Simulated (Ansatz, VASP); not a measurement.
## Two plane-wave programs on TiC

```xyz
2
Lattice="0.0000 2.1657 2.1657 2.1657 0.0000 2.1657 2.1657 2.1657 0.0000" Properties=species:S:1:pos:R:3 pbc="T T T"
Ti    0.0000    0.0000    0.0000
C     2.1657    2.1657    2.1657
```

The cell is a database's computed one.

Alike in both runs: task density of states; functional revPBE; k mesh 11 × 11 × 11; occupations tetrahedron; no spin polarisation.

|  | VASP | Ansatz |
| --- | --- | --- |
| version | VASP 6.6.1 | Ansatz 0.2.0 |
| potentials or method | VASP PAW PBE potentials, release 64 (Ti_sv, C) | Ansatz PAW earlier set |
| plane-wave cutoff (eV) | 520 | 910 |
| valence electrons in the cell | 16 | 16 |

```csv
,VASP,Ansatz,Ansatz less VASP
pressure (GPa),3.8,3.6,-0.24
```

With one functional, cell and mesh, what is left measures potentials, basis and numerics.

Caveats: the PAW data sets were made with another functional, which shifts forces and pressure a little (VASP); tetrahedron occupations give inexact forces and stress in metals (VASP); the PAW data sets come from PBE, with cores solved anew for the run's functional, which leaves a small shift of forces and pressure (Ansatz); the density of states is complete only up to the lowest level of the last band computed (Ansatz); with tetrahedron occupations forces and stress needn't match the slope of the energy (Ansatz).
